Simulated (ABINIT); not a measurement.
**Ni in ABINIT: the effect of starting spin order**

Ni:

```
CELL_PARAMETERS angstrom
2.44802 0.00000 0.00000
-1.22401 2.12005 0.00000
0.00000 0.00000 4.07281
ATOMIC_POSITIONS crystal
Ni 0.66667 0.33333 0.75000
Ni 0.33333 0.66667 0.25000
```

This isn't the form of Ni at room conditions, which is fcc.

Alike in all runs:

```yaml
Program: ABINIT 10.8.3 (patched build)
Task: single point
Functional: PBE
Potentials_or_basis: JTH PAW PBE v2.0
Cutoff: 1116 eV
k_mesh: 8 × 8 × 5
Occupations: fermi-dirac, width 0.05 eV
```

Problem. One run gave: energy over the lowest run 64.7 meV/atom; pressure 6.8 GPa; final net moment 0.00 μB; final largest site moment 0.00 μB. Which starting spin order did it use?
A. non-magnetic
B. ferromagnetic start
C. ferrimagnetic start
D. ferromagnetic start, larger moments
E. antiferromagnetic start

Solution. A.

| starting spin order | energy over the lowest run (meV/atom) | pressure (GPa) | final net moment (μB) | final largest site moment (μB) |
| --- | --- | --- | --- | --- |
| non-magnetic | 64.7 | 6.8 | 0.00 | 0.00 |
| ferromagnetic start | 0.0 | 8.1 | 1.34 | 0.71 |
| ferromagnetic start, larger moments | 0.0 | 8.2 | 1.34 | 0.71 |
| antiferromagnetic start | 63.2 | 7.2 | 0.00 | 0.25 |
| ferrimagnetic start | 63.2 | 7.2 | 0.00 | 0.25 |
| random start | 0.0 | 8.2 | -1.34 | 0.71 |

Caveats: all runs use coarse meshes.
